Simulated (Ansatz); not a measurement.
**Au: equation of state**

How stiff is Au, and at what volume does the pressure vanish? The cell is scaled evenly, atoms carried along, and solved with LAPW, PAW and all-electron datasets made for the crystal.

Method: DFT LDA, scalar-relativistic, in Ansatz 0.2.0.

1 further run of the same task is left out (set aside as unsound or not needed).

### 1 Starting point

The structure is cubic, space group Fm-3m (No. 225). The conventional cell has a = 4.171 Å, b = 4.171 Å, c = 4.171 Å, α = 90.00°, β = 90.00°, γ = 90.00°. Au (site symmetry m-3m) is surrounded by 12 Au at 2.95 Å.

As a file:

```
CELL_PARAMETERS angstrom
0.00000 2.08564 2.08564
2.08564 0.00000 2.08564
2.08564 2.08564 0.00000
ATOMIC_POSITIONS crystal
Au 0.00000 0.00000 0.00000
```

The cell is one relaxed in the Materials Project, used as it stands.

### 2 Volume × 0.9405, LAPW

Contents of input.yaml:

```yaml
crystal:
  lattice:
    - [0.0, 2.0434303323, 2.0434303323]
    - [2.0434303323, 0.0, 2.0434303323]
    - [2.0434303323, 2.0434303323, 0.0]
  atoms:
    - { symbol: Au, position: [0.0, 0.0, 0.0] }
kpoints:
  mp_grid: { grid: [15, 15, 15] }
scf:
  occupations: { method: fermi_dirac, width: 0.03 }
hamiltonian:
  xc: lda
  pseudopotentials: { kind: all_electron, lapw: { basis_error: 0.00025 } }
output:
  forces: true
  stress: true
  eigenvalues: true
```

Command:

```console
ansatz run input.yaml --threads 1 --pin off --max-ram 2048MiB --backend cpu --events-out ev --progress --plain --runs-dir out
```

### 3 Volume × 0.9405, PAW

Edit input.yaml of step 2 so:

```diff
@@ -13,3 +13,3 @@
   xc: lda
-  pseudopotentials: { kind: all_electron, lapw: { basis_error: 0.00025 } }
+  pseudopotentials: { kind: paw }
 output:
@@ -18 +18,6 @@
   eigenvalues: true
+  efg: { contact_densities: true }
+  write_density: true
+  write_potential: true
+  elf: true
+  volumetric_format: npy
```

### 4 Volume × 0.9405, crystal datasets

Edit input.yaml of step 3 so:

```diff
@@ -13,3 +13,3 @@
   xc: lda
-  pseudopotentials: { kind: paw }
+  pseudopotentials: { kind: all_electron, datasets: crystal }
 output:
@@ -19,5 +19 @@
   efg: { contact_densities: true }
-  write_density: true
-  write_potential: true
-  elf: true
-  volumetric_format: npy
```

### 5 Volume × 0.98, LAPW

Contents of input.yaml:

```yaml
crystal:
  lattice:
    - [0.0, 2.0716462314, 2.0716462314]
    - [2.0716462314, 0.0, 2.0716462314]
    - [2.0716462314, 2.0716462314, 0.0]
  atoms:
    - { symbol: Au, position: [0.0, 0.0, 0.0] }
kpoints:
  mp_grid: { grid: [15, 15, 15] }
scf:
  occupations: { method: fermi_dirac, width: 0.03 }
hamiltonian:
  xc: lda
  pseudopotentials: { kind: all_electron, lapw: { basis_error: 0.00025 } }
output:
  forces: true
  stress: true
  eigenvalues: true
```

### 6 Volume × 0.98, PAW

Edit input.yaml of step 5 so:

```diff
@@ -13,3 +13,3 @@
   xc: lda
-  pseudopotentials: { kind: all_electron, lapw: { basis_error: 0.00025 } }
+  pseudopotentials: { kind: paw }
 output:
@@ -18 +18,2 @@
   eigenvalues: true
+  efg: { contact_densities: true }
```

### 7 Volume × 1.02, LAPW

Contents of input.yaml:

```yaml
crystal:
  lattice:
    - [0.0, 2.0994568819, 2.0994568819]
    - [2.0994568819, 0.0, 2.0994568819]
    - [2.0994568819, 2.0994568819, 0.0]
  atoms:
    - { symbol: Au, position: [0.0, 0.0, 0.0] }
kpoints:
  mp_grid: { grid: [15, 15, 15] }
scf:
  occupations: { method: fermi_dirac, width: 0.03 }
hamiltonian:
  xc: lda
  pseudopotentials: { kind: all_electron, lapw: { basis_error: 0.00025 } }
output:
  forces: true
  stress: true
  eigenvalues: true
```

### 8 Volume × 1.02, PAW

Edit input.yaml of step 7 so:

```diff
@@ -13,3 +13,3 @@
   xc: lda
-  pseudopotentials: { kind: all_electron, lapw: { basis_error: 0.00025 } }
+  pseudopotentials: { kind: paw }
 output:
@@ -18 +18,6 @@
   eigenvalues: true
+  efg: { contact_densities: true }
+  write_density: true
+  write_potential: true
+  elf: true
+  volumetric_format: npy
```

### 9 Volume × 1.06, LAPW

Contents of input.yaml:

```yaml
crystal:
  lattice:
    - [0.0, 2.1265496363, 2.1265496363]
    - [2.1265496363, 0.0, 2.1265496363]
    - [2.1265496363, 2.1265496363, 0.0]
  atoms:
    - { symbol: Au, position: [0.0, 0.0, 0.0] }
kpoints:
  mp_grid: { grid: [15, 15, 15] }
scf:
  occupations: { method: fermi_dirac, width: 0.03 }
hamiltonian:
  xc: lda
  pseudopotentials: { kind: all_electron, lapw: { basis_error: 0.00025 } }
output:
  forces: true
  stress: true
  eigenvalues: true
```

### 10 Volume × 1.06, PAW

Edit input.yaml of step 9 so:

```diff
@@ -13,3 +13,3 @@
   xc: lda
-  pseudopotentials: { kind: all_electron, lapw: { basis_error: 0.00025 } }
+  pseudopotentials: { kind: paw }
 output:
@@ -18 +18,2 @@
   eigenvalues: true
+  efg: { contact_densities: true }
```

### 11 Volume × 1.06, crystal datasets

Edit input.yaml of step 10 so:

```diff
@@ -13,3 +13,3 @@
   xc: lda
-  pseudopotentials: { kind: paw }
+  pseudopotentials: { kind: all_electron, datasets: crystal }
 output:
```

(Steps that only read results are left out.)

What does the calculation give?

As calculated:

| quantity | value |
| --- | --- |
| pressure at 17.07 Å³/atom (LAPW) | -5.30 GPa |
| pressure at 19.23 Å³/atom (LAPW) | -18.85 GPa |

What this shows: Over this range the mean stiffness −dP/dlnV is 113 GPa by LAPW; the pressure keeps one sign, so equilibrium lies outside the range. No thermal or zero-point expansion is included. Spin-orbit coupling is left out, though the cell holds Au; in elements this heavy it can shift bands and gaps by tenths of an eV.
